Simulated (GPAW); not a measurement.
# GaN (P6_3mc) in GPAW: settings compared

The runs below take GaN through band structure, with C09-vdW, PBE.

Everything below comes from runs of GPAW 26.7.0. Logs are shortened: lines on timing, memory, paths and dates and some standing lists are left out, and cuts for length are marked. The log counts tension as positive stress, the text compression.

**Measured values to compare with.**

From “Studying electronic properties in GaN without electrical contacts using γ-γ vs e−-γ Perturbed Angular Correlations”, 2019, pmc:6823545, for a bulk crystal of GaN: band gap 3.503 ± 0.005 eV (direct).

How close the calculation comes is told below.

## (1) The structure

Symmetry: P6_3mc, No. 186, hexagonal system. The conventional cell has a = 3.180 Å, b = 3.180 Å, c = 5.166 Å, α = 90.00°, β = 90.00°, γ = 120.00°. Ga (site symmetry 3m) has 4 N at 1.94 to 1.95 Å as nearest neighbours. Around N (site symmetry 3m) lie 4 Ga at 1.94 to 1.95 Å.

## (2) Band structure, C09-vdW, spin-orbit coupling, no magnetisation

run.py

```python
import numpy as np
from ase.dft.bandgap import bandgap
from ase.io import read, write
from gpaw import GPAW, PW
from gpaw.spinorbit import soc_eigenstates

atoms = read('GaN.cif')

calc = GPAW(mode=PW(800),
            xc={'name': 'C09-vdW', 'backend': 'libvdwxc'},
            kpts={'size': (7, 7, 4), 'gamma': True},
            occupations={'name': 'fermi-dirac', 'width': 0.05},
            nbands=18,
            convergence={'density': 1e-05, 'energy': 1e-05},
            maxiter=150,
            txt='gpaw.txt')
atoms.calc = calc
energy = atoms.get_potential_energy()
forces = atoms.get_forces()
calc.write('gs.gpw')
write('result.traj', atoms)
print(f'Energy: {energy:.6f} eV')
print('Forces (eV/A):')
print(forces.round(4))
print('Fermi level:', round(calc.get_fermi_level(), 4), 'eV')
print(f'Gap: {bandgap(calc)[0]:.4f} eV, direct: {bandgap(calc, direct=True)[0]:.4f} eV')

path = atoms.cell.bandpath('GMKGALHA,LM,KH', npoints=60, eps=1e-4)
bs_calc = calc.fixed_density(kpts=path, symmetry='off', nbands=29,
                             convergence={'bands': 'CBM+6.0', 'eigenstates': 1e-6}, txt='bands.txt')
bs = bs_calc.band_structure()
bs.write('bs.json')
print(f'Gap on the path: {bandgap(bs_calc)[0]:.4f} eV')

soc = soc_eigenstates(bs_calc, theta=54.7, phi=45)
np.savetxt('soc_bands.dat', soc.eigenvalues(), fmt='%.4f')
mesh = soc_eigenstates('gs.gpw', theta=54.7, phi=45)
np.savetxt('soc_mesh.dat', mesh.eigenvalues(), fmt='%.4f')
print('Fermi level with spin-orbit coupling:', round(mesh.fermi_level, 4), 'eV')
```

GaN.cif

```cif
data_GaN
_cell_length_a 3.18000000
_cell_length_b 3.18000000
_cell_length_c 5.16600000
_cell_angle_alpha 90.00000000
_cell_angle_beta 90.00000000
_cell_angle_gamma 120.00000000
_space_group_name_H-M_alt 'P1'
_space_group_name_Hall 'P 1'
_space_group_IT_number 1
loop_
_space_group_symop_operation_xyz
'x,y,z'
loop_
_atom_site_label
_atom_site_type_symbol
_atom_site_symmetry_multiplicity
_atom_site_Wyckoff_symbol
_atom_site_fract_x
_atom_site_fract_y
_atom_site_fract_z
_atom_site_occupancy
Ga1 Ga 1 a 0.6666666667 0.3333333333 0.5000000000 1
Ga2 Ga 1 a 0.3333333333 0.6666666667 0.0000000000 1
N1 N 1 a 0.6666666667 0.3333333333 0.8750000000 1
N2 N 1 a 0.3333333333 0.6666666667 0.3750000000 1
```

Potentials or basis: GPAW PAW data sets (gpaw-data 1.2.1), pw.

Command:

```console
$ OMP_NUM_THREADS=1 python run.py
```

gpaw.txt:

```text
__  _  _
 | _ |_)|_||  |
 |__||  | ||/\| - 26.7.0

Input parameters:
  mode=PW(ecut=800.0),
  convergence={'density': 1e-05, 'energy': 1e-05},
  kpts=MonkhorstPack(size=(7, 7, 4), gamma=True),
  maxiter=150,
  nbands=18,
  occupations=Occupations(name='fermi-dirac', width=0.05),
  xc=XC(name='C09-vdW', backend='libvdwxc')

Diagonalizing LCAO Hamiltonian
Converting LCAO to pw mode

           N

           Ga
        N

        Ga

Atoms  # Å, Bohr magnetons
|   | symbol |         x |        y |        z |    initial magnetic moments |
|---|--------|-----------|----------|----------|-----------------------------|
| 0 |     Ga |  1.590000 | 0.917987 | 2.583000 | ( 0.0000,  0.0000,  0.0000) |
| 1 |     Ga | -0.000000 | 1.835974 | 0.000000 | ( 0.0000,  0.0000,  0.0000) |
| 2 |      N |  1.590000 | 0.917987 | 4.520250 | ( 0.0000,  0.0000,  0.0000) |
| 3 |      N | -0.000000 | 1.835974 | 1.937250 | ( 0.0000,  0.0000,  0.0000) |

Unit cell  # Å
| periodic |         x |        y |        z |  lengths |     angles |
|----------|-----------|----------|----------|----------|------------|
|      yes |  3.180000 | 0.000000 | 0.000000 | 3.180000 |  90.000000 |
|      yes | -1.590000 | 2.753961 | 0.000000 | 3.180000 |  90.000000 |
|      yes |  0.000000 | 0.000000 | 5.166000 | 5.166000 | 120.000000 |

Number of symmetries: 6
Symmetry operations  # r_c * U_cc + t_c -> r_c
|   | kind |            matrix            |
|---|------|------------------------------|
| 0 |  σ   |  1, 1, 0,  0,-1, 0,  0, 0, 1 |
| 1 |  E   |  1, 0, 0,  0, 1, 0,  0, 0, 1 |
| 2 |  C3  |  0, 1, 0, -1,-1, 0,  0, 0, 1 |
| 3 |  σ   |  0,-1, 0, -1, 0, 0,  0, 0, 1 |
| 4 |  σ   | -1, 0, 0,  1, 1, 0,  0, 0, 1 |
| 5 |  C3  | -1,-1, 0,  1, 0, 0,  0, 0, 1 |

BZ-sampling:
  Number of BZ points: 196
  Number of IBZ points: 28

  Monkhorst-Pack size: [7, 7, 4]
  Monkhorst-Pack shift: [0.0, 0.0, 0.125]

K-points  # in reciprocal-cell coordinates
|     |                                coordinates |     weight |
|-----|--------------------------------------------|------------|
|   0 | (  0.00000000,   0.00000000,   0.00000000) | 0.00510204 |
|   1 | (  0.00000000,   0.00000000,   0.25000000) | 0.01020408 |
|   2 | (  0.00000000,   0.00000000,   0.50000000) | 0.00510204 |
|   3 | (  0.14285714,   0.00000000,  -0.25000000) | 0.03061224 |
|   4 | (  0.14285714,   0.00000000,   0.00000000) | 0.03061224 |
|   5 | (  0.14285714,   0.00000000,   0.25000000) | 0.03061224 |
|   6 | (  0.14285714,   0.00000000,   0.50000000) | 0.03061224 |
|   7 | (  0.28571429,  -0.14285714,   0.00000000) | 0.03061224 |
|   8 | (  0.28571429,  -0.14285714,   0.25000000) | 0.06122449 |
|   9 | (  0.28571429,  -0.14285714,   0.50000000) | 0.03061224 |
| ... |                                            |            |
|  27 | (  0.42857143,   0.42857143,   0.50000000) | 0.03061224 |

Plane wave coefficients: 2352
Cutoff: 800.0 eV

Spin-components: 1 (collinear spins)
Bands:           18
Projectors:      20
Spin-degeneracy: 2
Datatype:        complex128

Parallelization:
  kpt:    1
  domain: 1
  band:   1

Density:
  Valence electrons: 16.0
  Components: 1
  Grid points: [21 21 35]
  Charge: 0.0  # |e|

Potential:
  Grid points: [21 21 35]

species:
  Ga:
    name:    Gallium
    Z:       31.0
    valence: 3
    core:    28
    charge:  0.0  # [|e|]
    compensation charges:
      type: gauss
      rc: 0.37  # [Å]
      lmax: 2
    cutoffs:
      filter: 2.06  # [Å]
      core: 4.17  # [Å]
    projectors
    | kind |    occ | energy [eV] | rcut [Å] |
    |------|--------|-------------|----------|
    |   4s |  2.000 |      -8.945 |    1.164 |
    |   4p |  1.000 |      -2.580 |    1.164 |
    |    s |        |      18.266 |    1.164 |
    |    p |        |      24.631 |    1.164 |
    |    d |        |       0.000 |    1.164 |

    Using partial waves for Ga as LCAO basis

  N:
    name:    Nitrogen
    Z:       7.0
    valence: 5
    core:    2
    charge:  0.0  # [|e|]
    compensation charges:
      type: gauss
      rc: 0.18  # [Å]
      lmax: 2
    cutoffs:
      filter: 1.11  # [Å]
      core: 0.96  # [Å]
    projectors
    | kind |    occ | energy [eV] | rcut [Å] |
    |------|--------|-------------|----------|
    |   2s |  2.000 |     -18.583 |    0.603 |
    |   2p |  3.000 |      -7.089 |    0.529 |
    |    s |        |       8.629 |    0.603 |
    |    p |        |      20.123 |    0.529 |
    |    d |        |       0.000 |    0.577 |

    Using partial waves for N as LCAO basis

Reference energy: -108732.786066  # eV

eigensolver:
  PPCG
  Converge bands: occupied
  niter=2

density mixing:
  MSR1-Mixer
  Pratt-step length: 0.05
  Maximum mixing coefficient: 0.75
  Old densities: 10
  SVD Regularization: 0.005
  Good broyden scale: 1.0
  Trust region scale: 1.0
  Backstep threshold: 4.0
  History deletion threshold: 6.0
  Fourier metric: weight=20.0, sigma=0.015

occupation numbers:
  Fermi-Dirac:
    width: 0.0500  # eV

poisson solver:
  ecut: 6400.0  # eV

xc functional:
  name: vdW-C09 with libvdwxc
  Mode: serial
  Semilocal: GGA_X_C09X+LDA_C_PW with 2 nearest neighbor stencil
  Corresponding non-local functional: vdW-DF
  Local blocksize: 42 x 42 x 70
  PAW datasets: PBE

convergence criteria:
- Maximum integral of absolute [dens]ity change: 1e-05 electrons / valence electron
- Maximum [total energy] change in last 3 cyles: 1e-05 eV / valence electron
- Maximum integral of absolute [eigenst]ate change: 4e-08 eV^2 / valence electron
maximum number of iterations: 150

SCF iterations
|iter     | |      energy | eigst |  dens |
|---------|-|-------------|-------|-------|
|iter:   1| |   29.304900 | -0.16 |       |
|iter:   2| |   30.246332 | -1.85 | -0.57 |
|iter:   3| |   32.808022 | -0.56 | -0.63 |
|iter:   4| |   32.817451 | -2.92 | -1.30 |
|iter:   5| |   32.819914 | -3.50 | -1.57 |
|iter:   6| |   32.819914 | -5.63 | -2.89 |
|iter:   7| |   32.819903c| -6.25 | -3.23 |
|iter:   8| |   32.819903c| -7.82c| -4.24 |
|iter:   9| |   32.819903c| -8.02c| -4.91 |
|iter:  10| |   32.819903c| -8.49c| -5.09c|

Converged in 10 steps
Energy contributions relative to reference atoms: (reference = -108732.786066)

Energy contributions:
  Kinetic:          70.313199
  Coulomb:         -61.716475
  Zero:              0.280122
  External:          0.000000
  Xc:               23.943057
  Entropy:          -0.000000
  Spinorbit:         0.000000
  ----------------------------
  Free energy:      32.819903
  Extrapolated:     32.819903

dipole moment: (-0.000023, -0.000040, -11.580718)  # |e|*Ang

Fermi level: 7.432
Eigenvalues  # (at kpt = [0.000, 0.000, 0.000])
| band index |      eig [eV] | occ [0-2] |
|------------|---------------|-----------|
|          0 |        -9.493 |     2.000 |
|          1 |        -7.072 |     2.000 |
|          2 |        -0.679 |     2.000 |
|          3 |         5.382 |     2.000 |
|          4 |         5.382 |     2.000 |
|          5 |         6.376 |     2.000 |
[... 8 lines left out ...]
|         14 |        18.236 |     0.000 |
|         15 |        18.236 |     0.000 |
|        ... |               |           |
|         17 |        21.638 |     0.000 |

Gap: 2.109 eV
Transition (v -> c):
  (s=0, k=0, n=7, [0.00, 0.00, 0.00]) -> (s=0, k=0, n=8, [0.00, 0.00, 0.00])
No difference between direct/indirect transitions

Forces  # eV/Ang
|        x |        y |        z |
|----------|----------|----------|
|  0.00000 |  0.00000 | -0.17500 |  # Ga   0
| -0.00000 |  0.00000 | -0.17494 |  # Ga   1
|  0.00000 | -0.00000 |  0.17539 |  # N    2
|  0.00000 |  0.00000 |  0.17458 |  # N    3

# Writing to gs.gpw (mode='')
```

It took 27 s on 1 thread of Intel Xeon 6975P-C (Granite Rapids), shared host; peak memory 0.35 GiB.

What came out:

| Property | Result |
| --- | --- |
| Free energy | 32.8199 eV |
| Largest force | 0.175 eV/Å |
| Band gap on the k mesh | 2.10 eV, direct |
| Band gap along the path | 2.10 eV, direct |

Forces in eV/Å, atoms in the order of the input:
```
Ga   0.000  0.000 -0.175
Ga   0.000  0.000 -0.175
N    0.000  0.000  0.175
N    0.000  0.000  0.175
```

Levels at the corners of the path, in eV from the valence-band top:
```
point  band 12  band 13  band 14  band 15  band 16  band 17  band 18  band 19  band 20  band 21
    Γ    -0.07    -0.01    -0.01     0.00     0.00     2.10     2.10     4.41     4.41     9.27
    M    -2.75    -2.30    -2.30    -0.98    -0.98     5.08     5.08     5.68     5.68     6.09
    K    -3.06    -3.06    -3.04    -2.76    -2.76     5.06     5.06     7.99     7.99     8.00
    Γ    -0.07    -0.01    -0.01     0.00     0.00     2.10     2.10     4.41     4.41     9.27
    A    -0.57    -0.54    -0.54    -0.54    -0.54     4.40     4.40     4.40     4.40     8.58
    L    -1.96    -1.92    -1.92    -1.92    -1.92     4.44     4.44     4.44     4.44     7.90
    H    -4.26    -1.49    -1.49    -1.48    -1.48     6.55     6.55     6.58     6.58     7.29
    A    -0.57    -0.54    -0.54    -0.54    -0.54     4.40     4.40     4.40     4.40     8.58
    L    -1.96    -1.92    -1.92    -1.92    -1.92     4.44     4.44     4.44     4.44     7.90
    M    -2.75    -2.30    -2.30    -0.98    -0.98     5.08     5.08     5.68     5.68     6.09
    K    -3.06    -3.06    -3.04    -2.76    -2.76     5.06     5.06     7.99     7.99     8.00
    H    -4.26    -1.49    -1.49    -1.48    -1.48     6.55     6.55     6.58     6.58     7.29
```

Caveat: spin-orbit coupling was added after a scalar SCF, so levels and gaps hold it while energy, forces, pressure and moments don't; this program's spin-orbit splittings come out too wide for heavy elements; the PAW data sets were made with another functional, which shifts forces and pressure a little.

## (3) Band structure, PBE

run.py

```python
from ase.dft.bandgap import bandgap
from ase.io import read, write
from ase.units import GPa
from gpaw import GPAW, PW, setup_paths

setup_paths.insert(0, '.')

atoms = read('GaN.xyz')

calc = GPAW(mode=PW(800),
            xc='PBE',
            kpts={'size': (7, 7, 4), 'gamma': True},
            occupations={'name': 'fermi-dirac', 'width': 0.05},
            setups={'Ga': 'jth', 'N': 'jth'},
            nbands=-10,
            convergence={'density': 1e-05, 'energy': 1e-05},
            maxiter=150,
            txt='gpaw.txt')
atoms.calc = calc
energy = atoms.get_potential_energy()
forces = atoms.get_forces()
stress = atoms.get_stress()
calc.write('gs.gpw')
write('result.traj', atoms)
print(f'Energy: {energy:.6f} eV')
print('Forces (eV/A):')
print(forces.round(4))
print('Stress (GPa):', (stress / GPa).round(3))
print('Fermi level:', round(calc.get_fermi_level(), 4), 'eV')
print(f'Gap: {bandgap(calc)[0]:.4f} eV, direct: {bandgap(calc, direct=True)[0]:.4f} eV')

path = atoms.cell.bandpath('GMKGALHA,LM,KH', npoints=80, eps=1e-4)
bs_calc = calc.fixed_density(kpts=path, symmetry='off', nbands=-20,
                             convergence={'bands': 'CBM+6.0', 'eigenstates': 1e-6}, txt='bands.txt')
bs = bs_calc.band_structure()
bs.write('bs.json')
print(f'Gap on the path: {bandgap(bs_calc)[0]:.4f} eV')
```

GaN.xyz

```xyz
4
Lattice="3.1800000000 0.0000000000 0.0000000000 -1.5900000000 2.7539607840 0.0000000000 0.0000000000 0.0000000000 5.1660000000" Properties=species:S:1:pos:R:3 pbc="T T T"
Ga     1.5900000002      0.9179869279      2.5830000000
Ga    -0.0000000002      1.8359738561      0.0000000000
N      1.5900000002      0.9179869279      4.5202500000
N     -0.0000000002      1.8359738561      1.9372500000
```

Potentials or basis: JTH PAW 2.0, PBE, pw.

Command:

```console
$ OMP_NUM_THREADS=1 python run.py
```

Run time: 50 s. Hardware: 1 thread of Intel Xeon 6975P-C (Granite Rapids), shared host; peak memory 0.38 GiB.

It converged, with:

| Quantity | Value |
| --- | --- |
| Free energy | -24.2463 eV |
| Pressure | 7.6 GPa |
| Largest force | 0.138 eV/Å |
| Band gap on the k mesh | 1.96 eV, direct |
| Band gap along the path | 1.96 eV, direct |

Forces in eV/Å, atoms in the order of the input:
```
Ga   0.000  0.000 -0.138
Ga   0.000  0.000 -0.138
N    0.000  0.000  0.138
N    0.000  0.000  0.138
```

Stress tensor (GPa, compression positive):
```
6.86 0.00 0.00
0.00 6.86 0.00
0.00 0.00 9.01
```

Levels at the corners of the path, in eV from the valence-band top:
```csv
point,band 14,band 15,band 16,band 17,band 18,band 19,band 20,band 21,band 22
Γ,-1.07,-1.06,-0.06,0.00,0.00,1.96,4.29,9.25,9.91
M,-5.30,-4.28,-2.79,-2.27,-0.99,5.07,5.60,6.07,8.66
K,-5.36,-5.34,-3.05,-3.05,-2.72,5.13,7.86,7.86,8.44
Γ,-1.07,-1.06,-0.06,0.00,0.00,1.96,4.29,9.25,9.91
A,-3.87,-0.55,-0.55,-0.55,-0.55,4.28,4.28,8.54,8.54
L,-6.65,-1.96,-1.96,-1.93,-1.93,4.42,4.42,7.83,7.83
H,-6.21,-4.23,-4.23,-1.51,-1.51,6.48,6.48,7.33,7.33
A,-3.87,-0.55,-0.55,-0.55,-0.55,4.28,4.28,8.54,8.54
L,-6.65,-1.96,-1.96,-1.93,-1.93,4.42,4.42,7.83,7.83
M,-5.30,-4.28,-2.79,-2.27,-0.99,5.07,5.60,6.07,8.66
K,-5.36,-5.34,-3.05,-3.05,-2.72,5.13,7.86,7.86,8.44
H,-6.21,-4.23,-4.23,-1.51,-1.51,6.48,6.48,7.33,7.33
```

Caveat: the program truncates these outside data sets.

## (4) How close it comes

Step 2. Measured gap of GaN: 3.503 eV (direct; quoted in “Studying electronic properties in GaN without electrical contacts using γ-γ vs e−-γ Perturbed Angular Correlations”, 2019, pmc:6823545). This calculation gives 2.10 eV (-1.40 eV). The value is that of C09-vdW, without temperature or zero-point motion.

Step 3. Against the measured gap of GaN, 3.503 eV (direct; quoted in “Studying electronic properties in GaN without electrical contacts using γ-γ vs e−-γ Perturbed Angular Correlations”, 2019, pmc:6823545), the calculated 1.96 eV is off by -1.54 eV. Spin-orbit coupling on Ga is left out. The value is that of PBE, without temperature or zero-point motion. Semilocal functionals fall short of measured gaps as a rule.
